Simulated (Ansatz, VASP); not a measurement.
# One calculation of Ge, two programs

The input INCAR:

```
SYSTEM = Ge
PREC     = Accurate       ! precision mode
ENCUT    = 520            ! plane-wave cutoff, eV
EDIFF    = 1E-6           ! SCF threshold, eV
ISMEAR   = -1             ! smearing method
SIGMA    = 0.05           ! smearing width, eV
LREAL    = .False.        ! projectors in reciprocal space
LASPH    = .True.         ! aspherical terms in the spheres
NELM     = 150            ! most SCF steps
ALGO     = Normal         ! electronic algorithm
ISIF     = 2              ! what is computed and relaxed
LWAVE    = .False.        ! write WAVECAR
LCHARG   = .True.         ! write CHGCAR
ISPIN    = 2              ! spin polarisation
MAGMOM   = 0.5 -0.5       ! initial moments
LORBIT   = 11             ! projections on sites
GGA      = RP             ! functional
LELF     = .True.         ! ELF
LVHAR    = .True.       
NBANDS   = 25             ! bands
```

The input KPOINTS:

```
regular mesh
0
Gamma
  8 8 8
  0 0 0
```

File POSCAR:

```
Ge
1.0
    0.0000000000      2.8099234548      2.8099234548
    2.8099234548      0.0000000000      2.8099234548
    2.8099234548      2.8099234548      0.0000000000
Ge
2
Direct
    0.7500000000      0.7500000000      0.7500000000
    0.5000000000      0.5000000000      0.5000000000
```

Contents of input.yaml:

```yaml
crystal:
  lattice:
    - [0.0, 2.8099234548, 2.8099234548]
    - [2.8099234548, 0.0, 2.8099234548]
    - [2.8099234548, 2.8099234548, 0.0]
  atoms:
    - { symbol: Ge, position: [0.75, 0.75, 0.75], spin: 0.5 }
    - { symbol: Ge, position: [0.5, 0.5, 0.5], spin: -0.5 }
kpoints:
  mp_grid: { grid: [8, 8, 8] }
scf:
  occupations: { method: fermi_dirac, width: 0.05 }
hamiltonian:
  xc: rpbe
  pseudopotentials: { kind: all_electron, lapw: { basis_error: 0.002 } }
magnetization:
  spin_polarized: true
output:
  forces: true
  stress: true
  eigenvalues: true
```

Change from the starting cell: volume scaled by 0.98.

Alike in both runs: task single point; functional RPBE; k mesh 8 × 8 × 8; occupations fermi-dirac, width 0.05 eV; collinear spin.

```csv
,VASP,Ansatz
version,VASP 6.6.1,Ansatz 0.2.0
potentials or method,"VASP PAW PBE potentials, release 64 (Ge_d)","all-electron LAPW, scalar-relativistic"
plane-wave cutoff (eV),520,see its input
```

Ansatz gave:

* gap on the k mesh at the Fermi level (eV): 0.33
* least direct gap on the mesh (eV): 0.34
* pressure (GPa): 7.1
* net moment per atom (μB): 0.00

Q: What did VASP give for the same quantities?

A: gap on the k mesh at the Fermi level (eV): 0.33; least direct gap on the mesh (eV): 0.34; pressure (GPa): 7.0; net moment per atom (μB): 0.00.

Ansatz ran all-electron here, so the differences hold the error of VASP's frozen core and of both bases.

Caveats: the PAW data sets were made with another functional, which shifts forces and pressure a little (VASP); the starting moments weren't kept (Ansatz).
